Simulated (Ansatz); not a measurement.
The calculation used DFT PBE, scalar-relativistic, plane waves, PAW in Ansatz. Settings: cutoff 420 eV, Γ-centred meshes spaced at most about 0.3 Å⁻¹, and about 0.25 Å⁻¹ or finer for metals (2π included), Gaussian smearing. No spin polarisation.

Each guess is relaxed in cell and atoms at zero pressure, on a coarse mesh first where it starts far from rest and then on a converged one. The steps can't lower the symmetry of the start, but it can rise. Energies are static (0 K, no zero-point motion).

Two unrelaxed guesses for La5O:

A.

Space group P-62m (No. 189). a = 6.772 Å, b = 6.772 Å, c = 5.504 Å, α = 90.00°, β = 90.00°, γ = 120.00°
| atom | site | symmetry | x | y | z |
| --- | --- | --- | --- | --- | --- |
| La | 3f | m2m | 0.5031 | 0.0000 | 0.0000 |
| La | 2d | -6.. | 0.6667 | 0.3333 | 0.5000 |
| O | 1b | -62m | 0.0000 | 0.0000 | 0.5000 |

B.

Space group P-62m (No. 189). a = 5.817 Å, b = 5.817 Å, c = 5.426 Å, α = 90.00°, β = 90.00°, γ = 120.00°
```
atom  site  symmetry       x       y       z
  La    3g       m2m  0.6600  0.0000  0.5000
  La    2c      -6.. 0.6667  0.3333  0.0000
   O    1a      -62m  0.0000  0.0000  0.0000
```

Task: Which guess leads to the lower structure, and by how much?

Result: Both fall into one structure. A: P-62m at 36.4 Å³/atom → P-62m at 30.7 Å³/atom; B: P-62m at 26.5 Å³/atom → P-62m at 30.7 Å³/atom. Conventional cell: a = 7.787 Å, c = 3.502 Å. La on a site of symmetry m2m has 2 O at 2.63 Å and 8 La at 3.41–3.50 Å; La on a site of symmetry -6 is surrounded by 8 La at 3.44–3.50 Å, 3 La at 4.50 Å and 3 O at 4.50 Å; O is surrounded by 6 La at 2.63 Å.

```yaml
crystal:
  lattice:
    - [7.78691, 0.00000, 0.00000]
    - [-3.89345, 6.74366, 0.00000]
    - [0.00000, 0.00000, 3.50230]
  atoms:
    - { symbol: La, position: [0.74744, 0.00000, 0.00000] }
    - { symbol: La, position: [0.66667, 0.33333, 0.50000] }
    - { symbol: La, position: [0.25256, 0.25256, 0.00000] }
    - { symbol: La, position: [0.33333, 0.66667, 0.50000] }
    - { symbol: La, position: [0.00000, 0.74744, 0.00000] }
    - { symbol: O, position: [0.00000, 0.00000, 0.50000] }
```

Ends held by symmetry can be saddle points. The cell is a metal run without spin; a magnetic state may lie lower.
